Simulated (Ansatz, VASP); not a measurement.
# One calculation of TaN, two programs

Contents of INCAR:

```
PREC = Accurate
ENCUT = 520
EDIFF = 1E-6
ISMEAR = 1
SIGMA = 0.15
LREAL = False
LASPH = True
NELM = 60
ALGO = Normal
ISIF = 2
LWAVE = False
LCHARG = True
GGA = PE
LELF = True
LVHAR = True
NBANDS = 15
```

Contents of KPOINTS:

```
Automatic mesh
0
Gamma
  11 11 11
```

Contents of POSCAR:

```
TaN
1.0
    0.0000000000      2.2628889296      2.2628889296
    2.2628889296      0.0000000000      2.2628889296
    2.2628889296      2.2628889296      0.0000000000
Ta N
1 1
Direct
    0.5000000000      0.5000000000      0.5000000000
    0.0000000000      0.0000000000      0.0000000000
```

Input for Ansatz:

```yaml
crystal:
  lattice:
    - [0.0, 2.262888929586711, 2.262888929586711]
    - [2.262888929586711, 0.0, 2.262888929586711]
    - [2.262888929586711, 2.262888929586711, 0.0]
  atoms:
    - { symbol: Ta, position: [0.5, 0.5, 0.5] }
    - { symbol: "N", position: [0.0, 0.0, 0.0] }
basis:
  ecutwfc: 421.77648681281397
kpoints:
  mp_grid:
    grid: [11, 11, 11]
hamiltonian:
  xc: pbe
scf:
  convergence:
    dr2_threshold: 1.0e-10
  occupations:
    method: cold
    width: 0.15
output:
  stress: true
```

Alike in both runs: task single point; functional PBE; k mesh 11 × 11 × 11; no spin polarisation.

```csv
,VASP,Ansatz
version,VASP 6.6.1,Ansatz 0.2.0
potentials or method,"VASP PAW PBE potentials, release 64 (Ta_pv, N)","plane waves, PAW"
plane-wave cutoff (eV),520,422
occupations,"methfessel-paxton of order 1, width 0.15 eV","cold, width 0.15 eV"
valence electrons in the cell,16,18
```

|  | VASP | Ansatz | Ansatz less VASP |
| --- | --- | --- | --- |
| pressure (GPa) | -19.9 | -20.4 | -0.52 |

The two sets of potentials don't hold the same shells in valence.

Caveats: so large a pressure means that the cell lies far from this level's equilibrium, or that cutoff or potentials fall short (VASP). Spin-orbit coupling is left out, which matters for the levels of Ta.
